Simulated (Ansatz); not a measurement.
FeO: which magnetic state is lowest?

These are results of DFT PBEsol, scalar-relativistic, plane waves, PAW in Ansatz 0.2.0, not measurements.

```
Fe O
1.0
     3.04886    0.00000    0.00000
     1.52159    2.68236    0.00000
     0.13820    0.23445    5.26763
Fe O
2 2
Direct
  0.50000 0.50000 0.00000
  0.50000 0.50000 0.50000
  0.16376 0.17093 0.25570
  0.83624 0.82907 0.74430
```

```
plane-wave cutoff                               : 420 eV
Γ-centred k-mesh                                : 16×16×8
occupation rule                                 : Gaussian smearing, 0.1 eV
list of starting moments (μB, in atom order)    : 4 4 0 0
check for lower electronic states after the SCF : off
```

All runs keep this geometry, which isn't relaxed for the lowest state (largest force there 0.185 eV/Å, pressure -20.7 GPa) and needn't be a stable compound; relaxing each order would shift the differences by some 300 meV/atom, going by the pressures and a bulk modulus of about 150 GPa. Signs run over the atoms with starting moments. The large starts are 5 5 0 0 μB. The small starts are 0.5 0.5 0 0 μB. No Hubbard U is used, and semilocal functionals often make open-shell oxides metallic. Site moments are spin moments in atom-centred spheres that scale with the neighbour distance. The states are those that the runs reached from these starts; a lower one can exist.

```csv
start,ends,energy above lowest (meV/atom),site moments (μB),gap on mesh (eV),P (GPa)
no spin,non-magnetic,681,none over 0.05,metal,-40.4
ferromagnetic,ferromagnetic,5.66,"Fe +3.40, Fe +3.44, O +0.34 (×2)",metal,-17.1
large parallel starting moments,ferromagnetic,5.66,"Fe +3.40, Fe +3.44, O +0.34 (×2)",metal,-17.1
"antiferromagnetic in the cell, signs +-",antiferromagnetic,0.00,"Fe +3.21, Fe -3.24",metal,-20.7
small parallel starting moments,ferromagnetic,5.66,"Fe +3.40, Fe +3.44, O +0.34 (×2)",metal,-17.1
```

Cost: 5 runs of about 22 core-minutes in all, on Arm Neoverse V1 (shared hosts).